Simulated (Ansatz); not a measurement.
# MoS2: the cost of one run

Program: Ansatz 0.2.0. Level of theory: DFT PBE+D3(BJ), scalar-relativistic, plane waves, PAW. These are calculated values, not measurements.

The COD entry's cell or inner coordinates are ideal or old and differ from later refinements, so a difference from it is no clean test against experiment.

7 further runs of the same task are left out: 7 set aside as unsound or not needed. Runs told in other sessions of the task aren't counted.

## (1) The starting structure

Symmetry: P3m1, No. 156, trigonal system. Conventional cell: a = 3.135 Å, b = 3.135 Å, c = 23.938 Å, α = 90.00°, β = 90.00°, γ = 120.00°. S (site symmetry 3m) is surrounded by 3 Mo at 2.42 Å. Mo (site symmetry 3m) has 6 S at 2.42 Å in its first shell of neighbours.

As a file:

```
S Mo
1.0
     3.13466    0.00000    0.00000
    -1.56733    2.71469    0.00000
     0.00000    0.00000   23.93758
S Mo
4 2
Direct
  0.00000 0.00000 0.18799
  0.33333 0.66667 0.32245
  0.00000 0.00000 0.44527
  0.66667 0.33333 0.57974
  0.66667 0.33333 0.25522
  0.33333 0.66667 0.51251
```

This is the geometry of the first run shown, built on a cell relaxed beforehand with the same method.

## (2) Plan of the line

Atoms count from 1 in the order of the input.

The upper layer of a bilayer is slid along a line and lifted, both layers rigid.

The axes are (1) slide of the upper layer along the long diagonal of the hexagonal surface cell, from S4 above S3: 9 values from 0.00 to 4.83 Å, periodic; (2) distance between the facing planes of atoms: 6 values from 2.94 to 4.74 Å.

Nothing else is relaxed. Energies count from the two layers apart. Points are written as (first, second).

## (3) The run at (3.62 Å, 2.94 Å)

The cell repeats along c, and a dipole correction in the vacuum removes the field between the copies.

input.yaml reads:

```yaml
crystal:
  lattice:
    - [3.134659261, 0.0, 0.0]
    - [-1.5673296305, 2.7146945522, 0.0]
    - [0.0, 0.0, 23.9375766573]
  atoms:
    - { symbol: S, position: [0.0, 0.0, 0.1879889541] }
    - { symbol: Mo, position: [0.6666666667, 0.3333333333, 0.2552219154] }
    - { symbol: S, position: [0.3333333333, 0.6666666667, 0.3224548767] }
    - { symbol: S, position: [1.0, 0.0, 0.4452743267] }
    - { symbol: Mo, position: [0.3333333333, -0.3333333333, 0.512507288] }
    - { symbol: S, position: [0.6666666667, -0.6666666667, 0.5797402492] }
basis:
  ecutwfc: 420
kpoints:
  mp_grid: { grid: [12, 12, 1] }
hamiltonian:
  xc: pbe
  pseudopotentials: { kind: paw, azcp: { folder: soft_1 } }
  dispersion: d3bj
scf:
  occupations: { method: gaussian, width: 0.1 }
output:
  forces: true
  eigenvalues: true
efield:
  axis: 3
  dipole_correction: true
  ramp_width: 0.04
```

Command:

```sh
> ansatz run input.yaml --threads 2 --pin off --max-ram 6144MiB --backend cpu --events-out ev --progress --plain --runs-dir out
```

**Question.** How long does this run take on 2 threads of Intel Xeon Platinum 8488C (Sapphire Rapids), shared host, and how much memory does it need?

About 3.8 s, with a peak of 0.49 GiB.
